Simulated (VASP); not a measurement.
Wanted: the native input for a VASP 6.6.1 run.

```yaml
Task: single point
Functional: PBEsol
Potentials_or_basis: VASP PAW PBE potentials, release 64 (Mo_sv, S)
Cutoff: 520 eV
k_mesh: 8 × 8 × 4
Occupations: gaussian, width 0.05 eV
Spin: collinear spin, ferromagnetic start
Starting_moments: "[1.0, 1.0, 0.0, 0.0, 0.0, 0.0] μB"
Hubbard_terms: Mo d U = 2.5 eV
Further_INCAR_settings: ALGO = Normal; EDIFF = 1e-06
```

The structure of MoS2 lies in POSCAR:

```
MoS2
1.0
    1.5855002900      0.9153890200      6.1149982500
   -1.5855002900      0.9153890200      6.1149982500
    0.0000000000     -3.6615560800     12.2299965000
Mo S
2 4
Direct
    0.0000000000      0.0000000000      0.0000000000
    0.0000000000      0.0000000000      0.5000000000
    0.7500000000      0.7500000000      0.3750000000
    0.2500000000      0.2500000000      0.1250000000
    0.7500000000      0.7500000000      0.8750000000
    0.2500000000      0.2500000000      0.6250000000
```

Measurements of this composition are mostly on another form, of space group No. 194.

These files were run (other wordings do the same):

INCAR

```
PREC = Accurate
ENCUT = 520
EDIFF = 1E-6
ISMEAR = 0
SIGMA = 0.05
LREAL = F
LASPH = T
NELM = 100
ALGO = Normal
ISIF = 2
LWAVE = F
LCHARG = F
ISPIN = 2
MAGMOM = 1 1 0 0 0 0
LORBIT = 11
LMAXMIX = 4
LDAU = T
LDAUTYPE = 2
LDAUL = 2 -1
LDAUU = 2.5 0
LDAUJ = 0 0
LDAUPRINT = 1
GGA = PS
```

KPOINTS

```
regular mesh
0
Gamma
  8 8 4
```

Potentials or basis: VASP PAW PBE potentials, release 64 (Mo_sv, S).

Command:

```sh
$ cat potpaw_PBE.64/Mo_sv/POTCAR potpaw_PBE.64/S/POTCAR > POTCAR
$ mpirun -np 1 vasp_std > vasp.out
```

It gave:

- Pressure: 4.3 GPa
- Largest force: 0.878 eV/Å
- Band gap on the k mesh: none (metal or under the smearing width)
- Net moment: 0.00 μB per cell
- Valence electrons inside the program's atomic spheres: Mo 12.47; S 3.69

Caveat: the PAW data sets were made with another functional, which shifts forces and pressure a little; the cell's inner coordinates are idealised or old, which leaves forces on the atoms.

It took 32 min on 1 thread of Intel(R) Xeon(R) Platinum 8488C (Sapphire Rapids), on a shared host, peak memory 0.87 GiB.
